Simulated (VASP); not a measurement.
# ZrB2: relaxation of cell and atoms with r2SCAN

The system is ZrB2.

```
Zr B
1.0
     3.17000    0.00000    0.00000
    -1.58500    2.74530    0.00000
     0.00000    0.00000    3.53300
Zr B
1 2
Direct
  0.00000 0.00000 0.00000
  0.33333 0.66667 0.50000
  0.66667 0.33333 0.50000
```

```json
{"Program": "VASP 6.6.1", "Task": "relaxation of cell and atoms", "Functional": "r2SCAN", "Potentials or basis": "VASP PAW PBE potentials, release 64 (Zr_sv, B)", "Cutoff": "600 eV", "k mesh": "15 × 15 × 10", "Occupations": "methfessel-paxton, width 0.1 eV", "Spin": "no spin polarisation", "Further INCAR settings": "ALGO = Normal; EDIFF = 1e-06; IBRION = 2; EDIFFG = -0.01; NSW = 90; ISIF = 3"}
```

The relaxed volume is 10.29 Å³/atom, the relaxed cell is a = 3.168 Å, b = 3.168 Å, c = 3.550 Å, α = 90.00°, β = 90.00°, γ = 120.00° and the space group after relaxing (to 0.05 Å) is P6/mmm (No. 191). The energy gained by relaxing is 0.3 meV/atom. The ionic steps are 5, the pressure after relaxing is 0.0 GPa and the band gap on the k mesh is none (metal or under the smearing width).

Step by step:
| step | energy change (eV) | largest force (eV/Å) | pressure (GPa) | volume (Å³) |
| --- | --- | --- | --- | --- |
| 1 | 0.0000 | 0.0000 | 0.83 | 30.75 |
| 2 | -0.0005 | 0.0000 | -0.98 | 30.98 |
| 3 | -0.0008 | 0.0000 | -0.30 | 30.90 |
| 4 | -0.0009 | 0.0000 | 0.15 | 30.84 |
| 5 | -0.0009 | 0.0000 | 0.00 | 30.86 |

Final structure:
```
Zr B
1.0
     3.16832    0.00000    0.00000
    -1.58416    2.74385    0.00000
     0.00000    0.00000    3.54971
Zr B
1 2
Direct
  0.00000 0.00000 0.00000
  0.33333 0.66667 0.50000
  0.66667 0.33333 0.50000
```

Levels at points of the mesh, in eV from the Fermi level:
```tsv
k point	band 6	band 7	band 8	band 9	band 10	band 11	band 12	band 13
(0.00, 0.00, 0.00)	-2.69	-2.69	-2.63	-2.60	3.65	3.65	4.43	4.43
(0.00, 0.00, 0.50)	-7.36	-0.98	-0.98	0.46	0.46	0.91	0.91	1.95
```

Wall time 13 min on 1 thread of Intel(R) Xeon(R) Platinum 8488C (Sapphire Rapids), on a shared host, peak memory 0.24 GiB.

Caveat: the PAW data sets were made with another functional, which shifts forces and pressure a little. Zero-point motion and thermal expansion aren't in these numbers.
